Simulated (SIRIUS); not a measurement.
Here is a SIRIUS 7.10.0 calculation.

sirius.json

```json
{
  "control": {
    "processing_unit": "cpu",
    "verbosity": 2,
    "num_bands_to_print": 14,
    "print_forces": true,
    "print_stress": true
  },
  "parameters": {
    "electronic_structure_method": "pseudopotential",
    "xc_functionals": ["XC_GGA_X_PBE", "XC_GGA_C_PBE"],
    "gk_cutoff": 6.4,
    "pw_cutoff": 20.0,
    "ngridk": [11, 11, 6],
    "shiftk": [0, 0, 0],
    "smearing": "fermi_dirac",
    "smearing_width": 0.0018374661,
    "num_bands": 14,
    "num_mag_dims": 0,
    "num_dft_iter": 100,
    "energy_tol": 1e-08,
    "density_tol": 1e-06
  },
  "iterative_solver": {
    "type": "davidson",
    "min_tolerance": 1e-09,
    "tolerance_scale": [0.1, 0.25]
  },
  "mixer": {
    "type": "anderson",
    "beta": 0.7,
    "max_history": 8
  },
  "settings": {
    "tol_ne": 1e-10
  },
  "unit_cell": {
    "lattice_vectors": [
      [5.418340347286, 0.0, 0.0],
      [-2.709170173549, 4.692420387043, 0.0],
      [0.0, 0.0, 8.840295658268]
    ],
    "atom_coordinate_units": "lattice",
    "atom_types": ["Ti", "Al"],
    "atom_files": {
      "Ti": "Ti.json",
      "Al": "Al.json"
    },
    "atoms": {
      "Ti": [
        [0.0, 0.0, 0.0]
      ],
      "Al": [
        [0.3333333333, 0.6666666667, 0.5]
      ]
    }
  }
}
```

Potentials or basis: GBRV 1.5 PBE (ultrasoft).

The run is started by

```console
$ upf_to_json ti_pbe_v1.4.uspp.F.UPF
$ upf_to_json al_pbe_v1.uspp.F.UPF
$ OMP_NUM_THREADS=1 sirius.scf --input=sirius.json --output=out.json --task=0
```

Q: Estimate the pressure.

A: 0.2 GPa.

Q: Predict the band gap on the k mesh.

A: None (metal or under the smearing width).

Stress tensor (GPa, compression positive):
```
 0.83  0.00  0.00
 0.00  0.83  0.00
 0.00  0.00 -1.06
```
